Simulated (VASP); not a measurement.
A run of VASP 6.6.1 is set up as follows.

File POSCAR:

```
B
1.0
    0.0000000000      1.4270815038      1.4270815038
    1.4270815038      0.0000000000      1.4270815038
    1.4270815038      1.4270815038      0.0000000000
B
1
Direct
    0.0000000000      0.0000000000      0.0000000000
```

The input INCAR.step1:

```
PREC = Accurate ; ENCUT = 520
ISMEAR = 0 ; SIGMA = 0.1
LREAL = F ; LASPH = T
NELM = 100 ; NBANDS = 8
GGA = PE ; ALGO = Normal
EDIFF = 1E-4 ; LWAVE = T
LCHARG = F
```

INCAR.step2

```
PREC = Accurate ; ENCUT = 520
EDIFF = 1E-6 ; ISMEAR = 0
SIGMA = 0.1 ; LREAL = F
LASPH = T ; NELM = 100
ALGO = Normal ; ISIF = 2
LWAVE = F ; LCHARG = F
METAGGA = R2SCAN ; LMIXTAU = T
NBANDS = 8 ; ISTART = 1
```

KPOINTS

```
regular mesh
0
Gamma
  10 10 10
```

Potentials or basis: VASP PAW PBE potentials, release 64 (B).

Run with:

```bash
$ cat potpaw_PBE.64/B/POTCAR > POTCAR
$ cp INCAR.step1 INCAR
$ mpirun -np 1 vasp_std > vasp.out
$ cp INCAR.step2 INCAR
$ mpirun -np 1 vasp_std > vasp.out
```

Task: Estimate the pressure.

Result: -0.3 GPa.

Task: What does it give for the band gap on the k mesh?

Result: None (metal or under the smearing width).

Caveat: the k mesh is coarse (spacing up to 0.38 Å⁻¹), so the values aren't converged; the PAW data sets were made with another functional, which shifts forces and pressure a little.
